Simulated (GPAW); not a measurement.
Runs of GPAW 26.7.0 on C. Symmetry: Fd-3m, No. 227, cubic system. The conventional cell has a = 3.567 Å, b = 3.567 Å, c = 3.567 Å, α = 90.00°, β = 90.00°, γ = 90.00°. C (site symmetry -43m) has 4 C at 1.54 Å as nearest neighbours. This isn't the form of C at room conditions, which is graphite.

| task | level | potentials or basis | k mesh | cutoff (eV) | smearing | response ecut | kernel | over volumes | N frequencies | maxiter | mesh quality | gap on the mesh (eV) | pressure (GPa) | V0 of scaled cells (Å³/atom) | B0 (GPa) |
| --- | --- | --- | --- | --- | --- | --- | --- | --- | --- | --- | --- | --- | --- | --- | --- |
| RPA correlation energy | PBE | GPAW PAW data sets (gpaw-data 1.2.1), pw | 7 × 7 × 7 | 650 | fermi-dirac 0.001 eV | 300 eV | RPA | yes | 12 | 150 | coarse | - | - | 5.69 | (a) |
| equation of state | C09-vdW | GPAW PAW data sets (gpaw-data 1.2.1), pw | 10 × 10 × 10 | 800 | fermi-dirac 0.05 eV | - | - | - | - | 150 | not flagged | - | - | 5.65 | 444 |
| single point | PBE | GPAW PAW data sets (gpaw-data 1.2.1), pw | 10 × 10 × 10 | 650 | fermi-dirac 0.05 eV | - | - | - | - | 80 | not flagged | 4.17 | 1.9 | - | - |
| single point | PBE0 | GPAW PAW data sets (gpaw-data 1.2.1), pw | 6 × 6 × 6 | 600 | fermi-dirac 0.05 eV | - | - | - | - | 60 | coarse | 6.08 | - | - | - |
| band structure | PBE | PAW data sets generated in the run's folder for this functional, pw | 10 × 10 × 10 | 800 | fermi-dirac 0.05 eV | - | - | - | - | 150 | not flagged | 4.17 | 1.4 | - | - |
| equation of state | SOGGA | PAW data sets generated in the run's folder for this functional, pw | 10 × 10 × 10 | 800 | fermi-dirac 0.05 eV | - | - | - | - | 150 | not flagged | - | - | 5.61 | 452 |
| equation of state | LDA | PAW data sets generated in the run's folder for this functional, pw | 10 × 10 × 10 | 800 | fermi-dirac 0.05 eV | - | - | - | - | 150 | not flagged | - | - | (b) | 468 |

Alike in all rows: no spin polarisation; cell as given.

Task: Fill in the values left out.

Result: (a) 442; (b) 5.51.

Caveats: some runs use coarse meshes; the PAW data sets were made with another functional, which shifts forces and pressure a little (some runs); the long-wavelength limit can be off by a per cent or two (some runs); the cutoff is short for stress and forces, so pressures can be off by a GPa or more (some runs).

A k mesh can miss the band edges.
